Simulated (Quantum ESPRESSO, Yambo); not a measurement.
An input for Yambo 5.3.0 (NaH (Fm-3m)):

```
HF_and_locXC
gw0
dyson
ppa
em1d
rim_cut
RandQpts= 1000000
RandGvec= 1 RL
EXXRLvcs= 76 Ry
VXCRLvcs= 304 Ry
Chimod= "HARTREE"
% BndsRnXp
 1 | 66 |
%
NGsBlkXp= 9.5 Ry
% LongDrXp
 1 | 1 | 1 |
%
% GbndRnge
 1 | 66 |
%
DysSolver= "n"
ExtendOut
PPAPntXp= 27.21138 eV
% QPkrange
 1 | 8 | 2 | 9 |
%
```

```sh
OMP_NUM_THREADS=1 mpirun -n 4 yambo -F gw1.in -J gw1 -C gw1 > gw1.log
```

The stored states that it reads are on a 4×4×4 mesh. The structure is cubic, space group Fm-3m (No. 225). Conventional cell: a = 4.773 Å, b = 4.773 Å, c = 4.773 Å, α = 90.00°, β = 90.00°, γ = 90.00°. Nearest to Na lie 6 H at 2.39 Å. Nearest to H lie 6 Na at 2.39 Å. Farther neighbours are not listed.

**Question.** Estimate wall time and host memory on 4 MPI ranks of Arm Neoverse V1, shared host.

It took 66 s; on shared hardware allow 33 s to 2.2 min. Peak host memory was 1.2 GiB.

The screening grows as filled bands × empty bands × pairs of k points, times the square of the screening basis for the matrix.

[Paths, hosts, dates, memory and timing lines, banners, echoed tables and standing remarks are left out of the program output.]

[Logs are printed without paths, hosts, clocks, repeated set-up lines and the standing remarks that a program may print on its own settings, such as how far it seeks lower states.]

[Runs of the session that timed out or met a known fault of the program may be left out.]

[Hosts, paths, dates, database ids (printed as entryN), source tags and the programs' standing remarks are cut or masked in the printed files.]
